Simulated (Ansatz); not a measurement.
# GaN (P6_3mc): the host for defect calculations, part 3 of 3

Before any defect goes in: GaN (P6_3mc) at rest, and how it screens a charge.

Ansatz 0.2.0; plane-wave PAW DFT, PBEsol; relaxation of the host's cell and atoms; PAW set soft_1 (the session's first sound run).

So far. Step 3 (Dielectric tensors of the host): The principal values of the electronic dielectric tensor are 5.83, 5.83 and 6.02. The principal values of the static dielectric tensor are 10.10, 10.10 and 11.18.

## Step 8: Defect free supercell at the quarter point

Level of this step: plane-wave PAW DFT, PBEsol; single point of the defect-free host, a test of the k-point sampling; PAW set soft_1 (Ansatz).

The supercell is run at one point off the zone centre, to see how far that sampling misses the dense mesh.

pristine.sampling_quarter/input.yaml reads:

```yaml
crystal:
  lattice:
    - [9.5485857167, 0.0, 0.0]
    - [-4.7742928584, 8.2693178009, 0.0]
    - [0.0, 0.0, 10.3709242658]
  atoms:
    - { symbol: Ga, position: [0.2222222222, 0.1111111111, 0.2495896211] }
    - { symbol: Ga, position: [0.1111111111, 0.2222222222, 0.4995896211] }
    - { symbol: "N", position: [0.2222222222, 0.1111111111, 0.4379103789] }
    - { symbol: "N", position: [0.1111111111, 0.2222222222, 0.1879103789] }
    - { symbol: Ga, position: [0.2222222222, 0.1111111111, 0.7495896211] }
    - { symbol: Ga, position: [0.1111111111, 0.2222222222, 0.9995896211] }
    - { symbol: "N", position: [0.2222222222, 0.1111111111, 0.9379103789] }
    - { symbol: "N", position: [0.1111111111, 0.2222222222, 0.6879103789] }
    - { symbol: Ga, position: [0.2222222222, 0.4444444444, 0.2495896211] }
    - { symbol: Ga, position: [0.1111111111, 0.5555555556, 0.4995896211] }
    - { symbol: "N", position: [0.2222222222, 0.4444444444, 0.4379103789] }
    - { symbol: "N", position: [0.1111111111, 0.5555555556, 0.1879103789] }
    - { symbol: Ga, position: [0.2222222222, 0.4444444444, 0.7495896211] }
    - { symbol: Ga, position: [0.1111111111, 0.5555555556, 0.9995896211] }
    - { symbol: "N", position: [0.2222222222, 0.4444444444, 0.9379103789] }
    - { symbol: "N", position: [0.1111111111, 0.5555555556, 0.6879103789] }
    - { symbol: Ga, position: [0.2222222222, 0.7777777778, 0.2495896211] }
    - { symbol: Ga, position: [0.1111111111, 0.8888888889, 0.4995896211] }
    - { symbol: "N", position: [0.2222222222, 0.7777777778, 0.4379103789] }
    - { symbol: "N", position: [0.1111111111, 0.8888888889, 0.1879103789] }
    - { symbol: Ga, position: [0.2222222222, 0.7777777778, 0.7495896211] }
    - { symbol: Ga, position: [0.1111111111, 0.8888888889, 0.9995896211] }
    - { symbol: "N", position: [0.2222222222, 0.7777777778, 0.9379103789] }
    - { symbol: "N", position: [0.1111111111, 0.8888888889, 0.6879103789] }
    - { symbol: Ga, position: [0.5555555556, 0.1111111111, 0.2495896211] }
    - { symbol: Ga, position: [0.4444444444, 0.2222222222, 0.4995896211] }
    - { symbol: "N", position: [0.5555555556, 0.1111111111, 0.4379103789] }
    - { symbol: "N", position: [0.4444444444, 0.2222222222, 0.1879103789] }
    - { symbol: Ga, position: [0.5555555556, 0.1111111111, 0.7495896211] }
    - { symbol: Ga, position: [0.4444444444, 0.2222222222, 0.9995896211] }
    - { symbol: "N", position: [0.5555555556, 0.1111111111, 0.9379103789] }
    - { symbol: "N", position: [0.4444444444, 0.2222222222, 0.6879103789] }
    - { symbol: Ga, position: [0.5555555556, 0.4444444444, 0.2495896211] }
    - { symbol: Ga, position: [0.4444444444, 0.5555555556, 0.4995896211] }
    - { symbol: "N", position: [0.5555555556, 0.4444444444, 0.4379103789] }
    - { symbol: "N", position: [0.4444444444, 0.5555555556, 0.1879103789] }
    - { symbol: Ga, position: [0.5555555556, 0.4444444444, 0.7495896211] }
    - { symbol: Ga, position: [0.4444444444, 0.5555555556, 0.9995896211] }
    - { symbol: "N", position: [0.5555555556, 0.4444444444, 0.9379103789] }
    - { symbol: "N", position: [0.4444444444, 0.5555555556, 0.6879103789] }
    - { symbol: Ga, position: [0.5555555556, 0.7777777778, 0.2495896211] }
    - { symbol: Ga, position: [0.4444444444, 0.8888888889, 0.4995896211] }
    - { symbol: "N", position: [0.5555555556, 0.7777777778, 0.4379103789] }
    - { symbol: "N", position: [0.4444444444, 0.8888888889, 0.1879103789] }
    - { symbol: Ga, position: [0.5555555556, 0.7777777778, 0.7495896211] }
    - { symbol: Ga, position: [0.4444444444, 0.8888888889, 0.9995896211] }
    - { symbol: "N", position: [0.5555555556, 0.7777777778, 0.9379103789] }
    - { symbol: "N", position: [0.4444444444, 0.8888888889, 0.6879103789] }
    - { symbol: Ga, position: [0.8888888889, 0.1111111111, 0.2495896211] }
    - { symbol: Ga, position: [0.7777777778, 0.2222222222, 0.4995896211] }
    - { symbol: "N", position: [0.8888888889, 0.1111111111, 0.4379103789] }
    - { symbol: "N", position: [0.7777777778, 0.2222222222, 0.1879103789] }
    - { symbol: Ga, position: [0.8888888889, 0.1111111111, 0.7495896211] }
    - { symbol: Ga, position: [0.7777777778, 0.2222222222, 0.9995896211] }
    - { symbol: "N", position: [0.8888888889, 0.1111111111, 0.9379103789] }
    - { symbol: "N", position: [0.7777777778, 0.2222222222, 0.6879103789] }
    - { symbol: Ga, position: [0.8888888889, 0.4444444444, 0.2495896211] }
    - { symbol: Ga, position: [0.7777777778, 0.5555555556, 0.4995896211] }
    - { symbol: "N", position: [0.8888888889, 0.4444444444, 0.4379103789] }
    - { symbol: "N", position: [0.7777777778, 0.5555555556, 0.1879103789] }
    - { symbol: Ga, position: [0.8888888889, 0.4444444444, 0.7495896211] }
    - { symbol: Ga, position: [0.7777777778, 0.5555555556, 0.9995896211] }
    - { symbol: "N", position: [0.8888888889, 0.4444444444, 0.9379103789] }
    - { symbol: "N", position: [0.7777777778, 0.5555555556, 0.6879103789] }
    - { symbol: Ga, position: [0.8888888889, 0.7777777778, 0.2495896211] }
    - { symbol: Ga, position: [0.7777777778, 0.8888888889, 0.4995896211] }
    - { symbol: "N", position: [0.8888888889, 0.7777777778, 0.4379103789] }
    - { symbol: "N", position: [0.7777777778, 0.8888888889, 0.1879103789] }
    - { symbol: Ga, position: [0.8888888889, 0.7777777778, 0.7495896211] }
    - { symbol: Ga, position: [0.7777777778, 0.8888888889, 0.9995896211] }
    - { symbol: "N", position: [0.8888888889, 0.7777777778, 0.9379103789] }
    - { symbol: "N", position: [0.7777777778, 0.8888888889, 0.6879103789] }
basis:
  ecutwfc: 420
  xc_grid: 2
hamiltonian:
  xc: pbesol
  pseudopotentials: { kind: paw, azcp: { folder: soft_1 }, xc_functional: pbe }
kpoints:
  mp_grid: { grid: [1, 1, 1], shift: [0.25, 0.25, 0.25] }
scf:
  occupations: { method: fermi_dirac, width: 0.01 }
  max_iter: 100
  lower_state_search: "off"
checkpoint:
  write: "../pristine.sampling_quarter.run"
  compress: false
  write_wavefunctions: false
  write_every: 100000
```

On the command line:

```console
ansatz run input.yaml --threads 32 --pin off --max-ram 84787MiB --backend cuda --events-out ev --progress --plain --runs-dir out --max-vram 78GiB
```

Numbers of over 12 decimals in the logs are rounded to 6 here.

What it wrote:

```text
[...]
GPU FFT provider: cuFFT
GPU libraries: cuBLAS 13.8.1, cuFFT 12.4.0, cuSOLVER 12.3.2
[...]
Crystal: 72 atoms, lattice volume = 818.891 Å³
Basis set: ecut = 420 eV, 15995 PW (Γ), exchange–correlation on 128×128×144 points (8 copies of the dense FFT grid, shifted against one another)
Bands: 396, of which v1, the nominal top of the filled ones, is band 324 counted from 1 (323 counted from 0)
Symmetry: 36 space group operations
k-points: 1
[...]
GPU buffer pool allocated for 294912 grid points (all kernels)
[...]
SCF iter   1: F=—  HF=-148444.620115 eV  |Δ(HF+E_count)|=         —  Δρ=1.03e-1  dr2=7.39e1  Hψ=1220
[...]
SCF iter  10: F=-148424.353303 eV  HF=-148424.353303 eV  |Δ(HF+E_count)|=   1.08e-8  Δρ=4.25e-7  dr2=1.07e-9  Hψ=1130
SCF 1 converged in 10 iterations: F = -148424.353303 eV  dr2 = 1.07e-9
[...]
SCF converged after 10 iterations
Free energy (F): -148424.353303 eV
[...]
Internal energy: -148424.353303 eV  (E = F + TS)
E sigma→0 (E₀):  -148424.353303 eV
Fermi energy:    11.116621 eV
[...]
```

It took 2.6 s on 1 × NVIDIA GB200 with 32 threads of Arm Neoverse V2, shared host; peak memory 1.3 GiB; 3.4 s of CPU time.

## Step 9: Summary of results

| Item | Value |
| --- | --- |
| primitive cell vectors, lengths | 3.183, 3.183, 5.185 Å |
| electronic dielectric constant | principal values (5.83, 5.83, 6.02) |
| static dielectric constant | principal values (10.10, 10.10, 11.18) |
| gap on the k-mesh of the response run (PBEsol) | 1.88 eV |
| supercell relaxed in its symmetry less the displaced and relaxed one | 0.000 eV |
| energy an atom at the zone centre alone less that on the dense mesh | 0.078 eV |
| energy an atom at one point at (¼, ¼, ¼) less that on the dense mesh | -0.024 eV |

Step 5: The energy fell by 2.412 eV from the randomly displaced start; the atoms end within 0.005 Å of the sites as typed, once the mean shift is taken out. The displaced cell ends within 0.01 eV of the symmetric one relaxed in its symmetry, so no lower structure shows in this supercell. The k-mesh can miss the band edges, so this gap is an upper bound at this level. All at zero temperature.

[Logs are printed without paths, hosts, clocks, repeated set-up lines and the standing remarks that a program may print on its own settings, such as how far it seeks lower states.]

[Hosts, paths, dates, database ids (printed as entryN), source tags and the programs' standing remarks are cut or masked in the printed files.]

[Runs of the host that timed out are not shown.]

[For some hosts the program warned that the k-mesh of the response run may be too coarse for force constants and the static dielectric constant; such warnings are not always shown.]

[The program warned that the k-mesh of a response run behind this text may be too coarse: force constants, and the static dielectric constant and all else formed from them, are not shown converged.]
